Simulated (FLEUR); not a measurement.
SnSe2:

```
Sn Se
1.0
     3.81100    0.00000    0.00000
    -1.90550    3.30042    0.00000
     0.00000    0.00000    6.13600
Sn Se
1 2
Direct
  0.00000 0.00000 0.00000
  0.66667 0.33333 0.75100
  0.33333 0.66667 0.24900
```

Base run:

```yaml
Program: FLEUR MaX-R8.1 (later development tree)
Functional: LDA
Potentials_or_basis: all-electron
Basis: FLAPW
Kmax: 4.3 1/bohr
k_mesh: 6 × 6 × 4
Occupations: fermi-dirac, width 0.05 eV
Spin: spin-orbit coupling, no magnetisation
```

Its results: band gap on the k mesh 0.64 eV, indirect (least direct gap 0.83 eV).

Q: The run is repeated on the same cell with these changes: functional from LDA to WC. What comes out?

A: Band gap on the k mesh 0.69 eV, indirect (least direct gap 0.93 eV).

Caveats: spin-orbit coupling is added in second variation on a limited number of bands.

A k mesh can miss the band edges.

Not every run made on this cell is shown here.
